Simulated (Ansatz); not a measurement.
Method: DFT PBE, scalar-relativistic, plane waves, PAW in Ansatz 0.2.0. Settings: cutoff 420 eV, Γ-centred meshes spaced at most about 0.3 Å⁻¹, and about 0.25 Å⁻¹ or finer for metals (2π included), Gaussian smearing. No spin polarisation in the final relaxations.

These are static total energies at zero pressure.

Two forms of ZnS were relaxed alike.

A.

```
Zn S
1.0
     3.30858    0.00000    0.00000
     0.00000    3.30858    0.00000
     0.00000    0.00000    2.98492
Zn S
1 1
Direct
  0.50000 0.50000 0.50000
  0.00000 0.00000 0.00000
```

B.

```
Zn S
1.0
     3.68471   -3.86873    0.00000
     3.68471    3.86873    0.00000
     0.00000    0.00000    4.17422
Zn S
1 1
Direct
  0.50000 0.50000 0.50000
  0.50000 0.50000 0.00000
```

Task: Which is lower in energy, and by how much?

Result: B is lower, by 59 meV/atom. A has the tetragonally distorted caesium chloride type, space group P4/mmm (No. 123), 16.3 Å³/atom and no gap on its mesh; B has space group Cmmm (No. 65), 59.5 Å³/atom and a gap of 1.32 eV. Counting S atoms around Zn (those within 1.25 times the shortest such distance or 1.15 times the sum of covalent radii, 1.27 where that leaves under three; the shortest distance is added where it exceeds 1.18 times the sum of covalent radii), A has Zn 8 from 2.8 Å and B has Zn 2. Even the lower one lies +0.08 eV/atom against the reference forms of the elements (uncorrected), so neither is stable at this level. In A, around Zn lie 8 S at 2.78 Å, 2 Zn at 2.98 Å and 4 Zn at 3.31 Å; around S lie 8 Zn at 2.78 Å, 2 S at 2.98 Å and 4 S at 3.31 Å. In B, Zn has 2 S at 2.09 Å; S is surrounded by 2 Zn at 2.09 Å. Both come from invented guesses. A third cell relaxed alike, in R3m (a Materials Project cell), lies 0.90 eV/atom below the lower of the two.

Weakly bound directions are ill-defined at this level, which has no dispersion term (Cmmm), and this can change margins and order among such cells. Kohn–Sham gaps at this level usually fall short of measured ones. Cells relaxed within their symmetry can be saddle points.

The ordering sets a few short bonds against many long ones. B consists of well-separated, straight –Zn–S– chains, in which Zn can form two strong, polar covalent bonds through its 4s and 4p orbitals. In A the bonding is spread over eight contacts at 2.78 Å, and like atoms are pressed together, with S–S distances of only 2.98 Å along the short axis. Zn is small for such a cage, so repulsion probably offsets much of the gain from the extra neighbours. The close packing also broadens the bands, which probably explains the missing gap.

Neither arrangement suits ZnS, which normally adopts tetrahedral networks that satisfy the sp³ bonding of both elements. The R3m cell, 0.90 eV/atom below B, is probably a stacking variant of such a network. Straight S bridges are also unfavourable, since divalent sulfur prefers to bend, so buckling might lower B further. The preference for B need not survive compression, because A is far denser and pressure would favour it over the chains.
